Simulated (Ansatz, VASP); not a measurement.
## BP: VASP beside Ansatz

```xyz
2
Lattice="0.0000 2.2690 2.2690 2.2690 0.0000 2.2690 2.2690 2.2690 0.0000" Properties=species:S:1:pos:R:3 pbc="T T T"
P     3.4035    3.4035    3.4035
B     0.0000    0.0000    0.0000
```

Alike in both runs: task single point; functional PBE; k mesh 10 × 10 × 10; occupations gaussian, width 0.021 eV; no spin polarisation.

|  | VASP | Ansatz |
| --- | --- | --- |
| version | VASP 6.6.1 | Ansatz 0.2.0 |
| potentials or method | VASP PAW PBE potentials, release 64 (P, B) | Ansatz PAW |
| plane-wave cutoff (eV) | 520 | 420 |
| valence electrons in the cell | 8 | 8 |

```csv
,VASP,Ansatz,Ansatz less VASP
gap on the k mesh at the Fermi level (eV),1.24,1.24,+0.004
least direct gap on the mesh (eV),3.40,3.40,+0.003
pressure (GPa),0.9,1.1,+0.24
```

The functional is the same, so the differences come from potentials, cutoffs and numerics.

A k mesh can miss the band edges.
